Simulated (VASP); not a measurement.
Here is a VASP 6.6.1 calculation.

INCAR

```
SYSTEM = PbSe
  PREC = Accurate
  ENCUT = 600
  EDIFF = 1E-7
  ISMEAR = 0
  SIGMA = 0.03
  LREAL = .FALSE.
  LASPH = .TRUE.
  NELM = 80
  ALGO = Normal
  ISIF = 3
  LWAVE = .FALSE.
  LCHARG = .FALSE.
  GGA = PE
  IVDW = 12
  IBRION = 2
  NSW = 90
  EDIFFG = -0.005
```

KPOINTS

```
Automatic mesh
0
G
  8 8 8
  0 0 0
```

Contents of POSCAR:

```
PbSe                                    
1.0
   -0.0000000000      3.0672278692      3.0672278692
    3.0672278692      0.0000000000      3.0672278692
    3.0672278692      3.0672278692      0.0000000000
  Pb              Se            
     1     1
Direct
     0.0000000000000000    0.0000000000000000    0.0000000000000000
     0.5000000000000000    0.5000000000000000    0.5000000000000000
```

Potentials or basis: VASP PAW PBE potentials, release 64 (Pb_d, Se).

Run with:

```sh
$ cat potpaw_PBE.64/Pb_d/POTCAR potpaw_PBE.64/Se/POTCAR > POTCAR
$ mpirun -np 1 vasp_std > vasp.out
```

Problem. What does it give for the dispersion energy per atom?

Solution. -0.366 eV.

Problem. What does it give for the band gap on the k mesh?

Solution. 0.31 eV, direct.

Final structure:
```xyz
2
Lattice="0.0000 3.0672 3.0672 3.0672 0.0000 3.0672 3.0672 3.0672 0.0000" Properties=species:S:1:pos:R:3 pbc="T T T"
Pb    0.0000    0.0000    0.0000
Se    3.0672    3.0672    3.0672
```

Caveat: the relaxation stopped at its first step, so nothing moved; spin-orbit coupling is left out, which as a rule narrows the gap of such compounds by several tenths of an eV. A k mesh can miss the band edges.
